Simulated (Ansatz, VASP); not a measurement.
**Hf: VASP beside Ansatz**

```
Hf
1.0
     2.97164    0.00000    0.00000
    -1.48582    2.57352    0.00000
     0.00000    0.00000    4.76743
Hf
2
Direct
  0.33333 0.66667 0.25000
  0.66667 0.33333 0.75000
```

Alike in both runs: functional LDA; k mesh 16 × 16 × 10; occupations gaussian, width 0.1 eV; no spin polarisation.

Ansatz relaxed the structure, and its values are those at the end. VASP's run is a single point on that final structure, the one shown.

|  | VASP | Ansatz |
| --- | --- | --- |
| version | VASP 6.6.1 | Ansatz 0.2.0 |
| potentials or method | VASP PAW LDA potentials, release 64 (Hf_pv) | scalar-relativistic, plane waves, PAW |
| plane-wave cutoff (eV) | 520 | 420 |
| valence electrons in the cell | 20 | 52 |

Ansatz gave:

| Property | Result |
| --- | --- |
| gap on the k mesh at the Fermi level (eV) | none |
| pressure (GPa) | 20.0 |

Q: What did VASP give for the same quantities?

A: gap on the k mesh at the Fermi level (eV): none; pressure (GPa): 20.2.

A gap of «none» marks a metal or a gap that the smearing closes. The two sets of potentials don't hold the same shells in valence.

Caveats: so large a pressure means that the cell lies far from this level's equilibrium, or that cutoff or potentials fall short (VASP). Spin-orbit coupling is left out, which matters for the levels of Hf.
